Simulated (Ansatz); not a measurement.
**Polymorphs of Cd2S**

The calculation used DFT r2SCAN, scalar-relativistic, plane waves, PAW in Ansatz. All cells share a 500 eV cutoff and Γ-centred k meshes spaced at most 0.3 Å⁻¹ (0.19 for metals, 2π included).

Temperature and zero-point effects are left out. The comparison covers the computed candidates alone. The k mesh leaves about 4 meV/atom of noise in metals. No run is spin-polarised.

```tsv
#	started from	space group	atoms	V (Å³/atom)	ΔE (meV/atom)	gap on mesh (eV)
1	database cell	P3m1 (No. 156)	3	25.2	0	0.20
2	anti-rutile type	P4_2/mnm (No. 136)	6	27.2	348	0.00
3	AlB2 type, changed	P6/mmm (No. 191)	3	23.1	535	0.00
```

The lowest structure: Space group P3m1 (No. 156), trigonal, a = 3.888 Å, c = 5.765 Å. Around Cd on Wyckoff site c (1 atom of the primitive cell) lie 3 S at 2.57 Å and 3 Cd at 3.02 Å; Cd on Wyckoff site b (1 atom of the primitive cell) is coordinated by 1 S at 2.48 Å; S has 4 Cd at 2.48–2.57 Å. Its energy against the elements is -0.296 eV/atom. Energies over the elements count from the lowest elemental structures computed at the same level, with no empirical corrections.

Space group P3m1 (No. 156). a = 3.888 Å, b = 3.888 Å, c = 5.765 Å, α = 90.00°, β = 90.00°, γ = 120.00°
| atom | site | symmetry | x | y | z |
| --- | --- | --- | --- | --- | --- |
| Cd | 1c | 3m. | 0.6667 | 0.3333 | 0.5817 |
| Cd | 1b | 3m. | 0.3333 | 0.6667 | 0.9322 |
| S | 1b | 3m. | 0.3333 | 0.6667 | 0.3632 |

The second: Space group P4_2/mnm (No. 136), tetragonal, a = 6.383 Å, c = 4.009 Å. Cd is coordinated by 3 S at 2.66–2.73 Å; around S lie 6 Cd at 2.66–2.73 Å.

(1) At what pressure would number 3, the only denser structure, take over if both were incompressible?

## Answers

(1) ΔE/ΔV is 535 meV/atom over 25.15 − 23.08 Å³/atom, about 41 GPa. This crude estimate ignores compression.